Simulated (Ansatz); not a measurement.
A relaxed cell of Ag is given with its symmetry left out. The cell was found from a structure generator's guess, not taken from experiment.

Computed with Ansatz, DFT PBE, scalar-relativistic, plane waves, PAW. Cutoff 420 eV, Γ-centred mesh, Gaussian smearing, no spin polarisation.

```
CELL_PARAMETERS angstrom
3.99407 0.00000 0.00000
0.00000 3.99407 0.00000
0.00000 0.00000 3.99407
ATOMIC_POSITIONS crystal
Ag 0.50000 0.00000 0.00000
Ag 0.00000 0.50000 0.00000
Ag 0.00000 0.00000 0.50000
```

Energies count from the standard state of Ag at the same level.

(1) Find its symmetry and describe it.

(2) How far does it lie from the standard state of Ag?

(3) Is it a metal?

Answers

(1) Pm-3m (No. 221). Conventional cell: a = 3.994 Å. Ag is surrounded by 8 Ag at 2.82 Å.

(2) +0.22 eV/atom. It lies above the standard state, so it could only be metastable.

(3) Yes, bands cross the Fermi level on the 12×12×12 mesh.

The last run used a 12×12×12 mesh for its 3-atom cell and Gaussian smearing of 0.10 eV. A later test with randomly moved atoms came back to the same energy, though modes that don't fit the test's cell weren't probed.
